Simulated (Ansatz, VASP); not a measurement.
BN: VASP beside Ansatz

```xyz
4
Lattice="2.5040 0.0000 0.0000 -1.2520 2.1685 0.0000 0.0000 0.0000 6.6612" Properties=species:S:1:pos:R:3 pbc="T T T"
B     0.1125    1.4457    1.6653
B     1.2520    0.7228    4.9959
N     0.0000    1.4457    4.9959
N     1.1651    0.7228    1.6653
```

Change from the starting cell: mode 9 (1359.5 1/cm) frozen in, largest displacement +0.113 Å.

Alike in both runs: task single point; functional PBE; k mesh 12 × 12 × 4; occupations gaussian, width 0.05 eV; no spin polarisation.

```csv
,VASP,Ansatz
version,VASP 6.6.1,Ansatz 0.2.0
potentials or method,"VASP PAW PBE potentials, release 64 (B, N)","scalar-relativistic, plane waves, PAW"
plane-wave cutoff (eV),520,420
valence electrons in the cell,16,16
```

VASP gave:

```
gap on the k mesh at the Fermi level (eV)       : 2.90
least direct gap on the mesh (eV)               : 4.20
pressure (GPa)                                  : 11.0
largest component of the traceless stress (GPa) : 13.70
rms of the force components (eV/Å)              : 3.660
```

Problem. What did Ansatz give for the same quantities?

Solution. gap on the k mesh at the Fermi level (eV): 2.90; least direct gap on the mesh (eV): 4.21; pressure (GPa): 11.0; largest component of the traceless stress (GPa): 13.68; rms of the force components (eV/Å): 3.665.

Atom by atom the forces differ by 0.005 eV/Å (rms over components).

Caveats: this functional lacks dispersion, which binds the layers, so the pressure and a relaxed spacing across them are unreliable; forces of over 1 eV/Å show positions far from the minimum, so gaps and moduli don't describe the material at rest. A k mesh can miss the band edges.
